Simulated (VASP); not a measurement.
A run of VASP 6.6.1:

The input POSCAR:

```
InSe                                    
1.0
    4.0561362589      0.0000000000      0.0000000000
   -2.0280681295      3.5127170414     -0.0000000000
    0.0000000000     -0.0000000000     16.7491949898
  In              Se            
     4     4
Direct
     1.0000000000000000    1.0000000000000000    0.5837577423818349
     1.0000000000000000    1.0000000000000000    0.4162422576181651
     0.3333333300000021    0.6666666699999979    0.9162323022865825
     0.3333333300000021    0.6666666699999979    0.0837676977134175
     0.6666666699999979    0.3333333300000021    0.8392092269855985
     0.6666666699999979    0.3333333300000021    0.1607907730144015
     0.3333333300000021    0.6666666699999979    0.6606754469427455
     0.3333333300000021    0.6666666699999979    0.3393245530572546
```

Contents of INCAR.step1:

```
PREC = Accurate
ENCUT = 520
EDIFF = 1E-5
ISMEAR = 0
SIGMA = 0.03
LREAL = False
LASPH = True
NELM = 80
ALGO = Normal
ISIF = 2
LWAVE = True
LCHARG = False
KPAR = 2
GGA = PE
```

Contents of INCAR.step2:

```
PREC = Accurate
ENCUT = 520
EDIFF = 1E-6
ISMEAR = 0
SIGMA = 0.03
LREAL = False
LASPH = True
NELM = 80
ALGO = Normal
ISIF = 2
LWAVE = False
LCHARG = False
METAGGA = MBJ
KPAR = 2
ISTART = 1
```

Contents of KPOINTS:

```
Automatic mesh
0
Gamma
  9 9 2
```

KPOINTS_OPT

```
explicit points
213
Reciprocal
 0.0000000000  0.0000000000  0.0000000000 1
 0.0357142857  0.0000000000  0.0000000000 1
 0.0714285714  0.0000000000  0.0000000000 1
 0.1071428571  0.0000000000  0.0000000000 1
 0.1428571429  0.0000000000  0.0000000000 1
 0.1785714286  0.0000000000  0.0000000000 1
[... 205 lines left out ...]
 0.5000000000  0.0000000000  0.1005576400 1
 0.5000000000  0.0000000000 -0.1005576400 1
```

Potentials or basis: VASP PAW PBE potentials, release 64 (In_d, Se).

Command:

```bash
$ cat potpaw_PBE.64/In_d/POTCAR potpaw_PBE.64/Se/POTCAR > POTCAR
$ cp INCAR.step1 INCAR
$ mpirun -np 2 vasp_std > vasp.out
$ cp INCAR.step2 INCAR
$ mpirun -np 2 vasp_std > vasp.out
```

Hardware: 2 MPI ranks on Intel(R) Xeon(R) 6975P-C (Granite Rapids), on a shared host.

Question: Estimate the wall time of this run.

Answer: Run time: 13 min on 2 MPI ranks on Intel(R) Xeon(R) 6975P-C (Granite Rapids), on a shared host, peak memory 0.59 GiB a rank. Counts: scf iterations 148, k points 24.
